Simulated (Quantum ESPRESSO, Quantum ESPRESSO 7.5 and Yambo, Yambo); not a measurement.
# KBr (Fm-3m): G0W0 on several meshes in Yambo

Wanted: mesh dependence and cost of G0W0 for KBr (Fm-3m).

Program: Quantum ESPRESSO 7.5 and Yambo 5.3.0. Level of theory: PBE and many-body steps on it, plane waves. Results are calculated unless marked as measured.

Most raw output is cut from this account.

### Step 1. The starting structure

The structure is cubic, space group Fm-3m (No. 225). Conventional cell: a = 6.600 Å, b = 6.600 Å, c = 6.600 Å, α = 90.00°, β = 90.00°, γ = 90.00°. Nearest to K lie 6 Br at 3.30 Å. Nearest to Br lie 6 K at 3.30 Å. Farther neighbours and most contacts between anions are not listed.

The cell and positions come from the Crystallography Open Database and are kept as given unless a step says otherwise.

### Step 2. Empty states on the mesh, 2×2×2 mesh, 129 bands

This step: Quantum ESPRESSO 7.5; DFT, PBE, plane waves, norm-conserving pseudopotentials.

The sums over transitions need many empty states on a uniform mesh; this step solves for them.

pw.in reads:

```
&control
  calculation = 'nscf'
  prefix = 'x'
  outdir = 'o'
  pseudo_dir = 'pseudo'
/
&system
  ibrav = 0
  nat = 2
  ntyp = 2
  ecutwfc = 76.0
  nbnd = 129
  force_symmorphic = .true.
/
&electrons
  conv_thr = 1e-9
  electron_maxstep = 80
  diago_full_acc = .true.
  diago_thr_init = 5e-6
/
ATOMIC_SPECIES
  K 39.098 K.upf
  Br 79.904 Br.upf
CELL_PARAMETERS angstrom
  0.0000000000 3.3000000000 3.3000000000
  3.3000000000 0.0000000000 3.3000000000
  3.3000000000 3.3000000000 0.0000000000
ATOMIC_POSITIONS crystal
  K 0.0000000000 0.0000000000 0.0000000000
  Br 0.5000000000 0.5000000000 0.5000000000
K_POINTS automatic
  2 2 2 0 0 0
```

The run is started by

```sh
> OMP_NUM_THREADS=1 mpirun -n 4 pw.x -nk 4 -in pw.in > pw.out
```

The job ended after 8.3 s (4 MPI ranks of Arm Neoverse V1, shared host; peak memory 0.4 GiB).

Numbers from this step:

```
gap                                                           : 4.436 eV
k of the valence top                                          : 0, 0, 0
k of the conduction bottom                                    : 0, 0, 0
least direct gap                                              : 4.436 eV
k points computed                                             : 3
lowest point of the top converged band, above the valence top : 75.7163 eV
```

On this mesh the gap is 4.436 eV.

The density comes from a self-consistent run that is not shown.

### Step 3. Conversion and set-up

This step: Yambo 5.3.0; conversion and set-up on PBE, plane waves, norm-conserving pseudopotentials.

The states are converted to the many-body program's format and the q mesh is built.

The run is started by

```sh
> (cd o/x.save; p2y > p2y.log; mv SAVE ../..); yambo > setup.log
```

Elapsed: 2.9 s, on 1 MPI rank; peak memory 0.25 GiB.

### Step 4. 2×2×2

G0W0 replaces the xc potential by the self-energy, built once from these orbitals. Only a window of levels is corrected, while the sums run over the empty bands that the input names.

This step: G0W0 on PBE, plane waves, norm-conserving pseudopotentials.

gw13.in reads:

```
HF_and_locXC
gw0
dyson
ppa
em1d
rim_cut
RandQpts= 1000000
RandGvec= 1 RL
EXXRLvcs= 76 Ry
VXCRLvcs= 304 Ry
Chimod= "HARTREE"
% BndsRnXp
 1 | 129 |
%
NGsBlkXp= 14.5 Ry
% LongDrXp
 1 | 1 | 1 |
%
% GbndRnge
 1 | 129 |
%
DysSolver= "n"
ExtendOut
PPAPntXp= 27.21138 eV
% QPkrange
 1 | 1 | 12 | 15 |
%
```

The run is started by

```sh
> OMP_NUM_THREADS=1 mpirun -n 4 yambo -F gw13.in -J gw13 -C gw13 > gw13.log
```

The job ended after 17 s (4 MPI ranks; peak memory 1.3 GiB; 63 s of CPU time).

Numbers from this step:

```
G0W0 gap on the points computed              : 7.519 eV
starting gap on the mesh                     : 4.436 eV
k of the valence top                         : 0, 0, 0
k of the conduction bottom                   : 0, 0, 0
least direct G0W0 gap on the computed points : 7.519 eV
Z at the valence top                         : 0.8304
Z at the conduction bottom                   : 0.8691
```

The gap on the mesh goes from 4.44 eV to 7.52 eV, a correction of +3.08 eV.

### Step 5. Empty states on the mesh, 6×6×6 mesh, 129 bands

This step: Quantum ESPRESSO 7.5; DFT, PBE, plane waves, norm-conserving pseudopotentials.

pw.in, as its differences from that of step 2:

```diff
@@ -31,2 +31,2 @@
 K_POINTS automatic
-  2 2 2 0 0 0
+  6 6 6 0 0 0
```

The run is started by

```sh
> OMP_NUM_THREADS=1 mpirun -n 4 pw.x -nk 4 -in pw.in > pw.out
```

The job ended after 27 s (4 MPI ranks; peak memory 0.46 GiB; 1.8 min of CPU time).

Numbers from this step:

| Item | Value |
| --- | --- |
| gap | 4.436 eV |
| k of the valence top | 0, 0, 0 |
| k of the conduction bottom | 0, 0, 0 |
| least direct gap | 4.436 eV |
| k points computed | 16 |
| lowest point of the top converged band, above the valence top | 74.3663 eV |

On this mesh the gap is 4.436 eV.

### Step 6. Conversion and set-up

This step: Yambo 5.3.0; conversion and set-up on PBE, plane waves, norm-conserving pseudopotentials.

The run is started by

```sh
> (cd o/x.save; p2y > p2y.log; mv SAVE ../..); yambo > setup.log
```

It took 3.6 s on 1 MPI rank; peak memory 0.26 GiB.

### Step 7. 6×6×6

This step: G0W0 on PBE, plane waves, norm-conserving pseudopotentials.

gw14.in reads:

```
HF_and_locXC
gw0
dyson
ppa
em1d
rim_cut
RandQpts= 1000000
RandGvec= 1 RL
EXXRLvcs= 76 Ry
VXCRLvcs= 304 Ry
Chimod= "HARTREE"
% BndsRnXp
 1 | 129 |
%
NGsBlkXp= 14.5 Ry
% LongDrXp
 1 | 1 | 1 |
%
% GbndRnge
 1 | 129 |
%
DysSolver= "n"
ExtendOut
PPAPntXp= 27.21138 eV
% QPkrange
 1 | 1 | 12 | 15 |
%
```

The run is started by

```sh
> OMP_NUM_THREADS=1 mpirun -n 4 yambo -F gw14.in -J gw14 -C gw14 > gw14.log
```

Wall time 19 min (4 MPI ranks); peak memory 2.4 GiB; 77 min of CPU time.

Numbers from this step:

```
G0W0 gap on the points computed              : 7.678 eV
starting gap on the mesh                     : 4.436 eV
k of the valence top                         : 0, 0, 0
k of the conduction bottom                   : 0, 0, 0
least direct G0W0 gap on the computed points : 7.678 eV
Z at the valence top                         : 0.8272
Z at the conduction bottom                   : 0.8735
```

Against G0W0 in Yambo (2×2×2 mesh, 129 bands, screening to 197.3 eV, Godby-Needs plasmon pole), the gap moves by +0.159 eV.

### Step 8. The runs together

Times are wall times on 4 MPI ranks of Arm Neoverse V1, shared host, good to a factor of about two.

| run | mesh | bands | screening cutoff (eV) | DFT gap (eV) | gap on the mesh (eV) | direct (eV) | time |
| --- | --- | --- | --- | --- | --- | --- | --- |
| 2×2×2 | 2×2×2 | 129 | 197.3 | 4.436 | 7.519 | 7.519 | 17 s |
| 6×6×6 | 6×6×6 | 129 | 197.3 | 4.436 | 7.678 | 7.678 | 19 min |

### Step 9. What came out

| Quantity | Value |
| --- | --- |
| 2×2×2 | 7.519 eV |
| 6×6×6 | 7.678 eV |
| known limits | not at the basis limit; no spin-orbit coupling; coarse k mesh |

What this shows: 6×6×6: +0.159 eV against 2×2×2. Bands and cutoff are finite, so the gap is not at the basis limit. The miss can reach some tenths of an eV and take either sign; the mesh is an error of its own. In the G0W0 runs levels were corrected at 1 k point alone, so a gap called «on the mesh» is the least over those, and an edge elsewhere would be missed. The 2×2×2 mesh is coarse for this cell, which bears on the long-range parts of exchange and screening. The many-body steps are scalar-relativistic: spin-orbit coupling is not in them.

[Paths, hosts, dates, memory and timing lines, banners, echoed tables and standing remarks are left out of the program output.]

[Logs are printed without paths, hosts, clocks, repeated set-up lines and the standing remarks that a program may print on its own settings, such as how far it seeks lower states.]

[Runs of the session that timed out or met a known fault of the program may be left out.]

[Hosts, paths, dates, database ids (printed as entryN), source tags and the programs' standing remarks are cut or masked in the printed files.]
